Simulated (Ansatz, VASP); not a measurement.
This is a calculation of InP for VASP 6.6.1.

INCAR

```
  ALGO = Normal
  EDIFF = 1E-7
  ENCUT = 520
  GGA = PE
  ISIF = 2
  ISMEAR = 0
  LASPH = True
  LCHARG = False
  LREAL = False
  LWAVE = False
  NBANDS = 16
  NELM = 80
  PREC = Accurate
  SIGMA = 0.027000000000000003
```

The input KPOINTS:

```
k-points
0
Gamma
  8 8 8
```

File POSCAR:

```
InP
1.0
    0.0000000000      2.7688340000      2.7688340000
    2.7688340000      0.0000000000      2.7688340000
    2.7688340000      2.7688340000      0.0000000000
In P
1 1
Direct
    0.0000000000      0.0000000000      0.0000000000
    0.5000000000      0.5000000000      0.5000000000
```

Potentials or basis: VASP PAW PBE potentials, release 64 (In_d, P).

The run is started by

```sh
$ cat potpaw_PBE.64/In_d/POTCAR potpaw_PBE.64/P/POTCAR > POTCAR
$ mpirun -np 1 vasp_std > vasp.out
```

Q: Translate it to Ansatz 0.2.0. Potentials there: Ansatz PAW.

A: As run (the cutoff follows the program's own potentials):

File input.yaml:

```yaml
crystal:
  lattice:
    - [0.0, 2.768834, 2.768834]
    - [2.768834, 0.0, 2.768834]
    - [2.768834, 2.768834, 0.0]
  atoms:
    - { symbol: In, position: [0.0, 0.0, 0.0] }
    - { symbol: P, position: [0.5, 0.5, 0.5] }
hamiltonian:
  xc: pbe
  pseudopotentials: { kind: paw }
kpoints:
  mp_grid: { grid: [8, 8, 8] }
scf:
  occupations: { method: gaussian, width: 0.027 }
output:
  forces: true
  stress: true
  eigenvalues: true
```

Potentials or basis: Ansatz PAW.

Run with:

```bash
$ ansatz run input.yaml --threads 2 --pin off --max-ram 5632MiB --backend cpu --events-out ev --progress --plain --runs-dir out
```

Both were run:

|  | VASP | Ansatz | Ansatz less VASP |
| --- | --- | --- | --- |
| gap on the k mesh at the Fermi level (eV) | none | none | - |
| pressure (GPa) | -0.1 | -0.1 | +0.05 |

A gap of «none» marks a metal or a gap that the smearing closes.
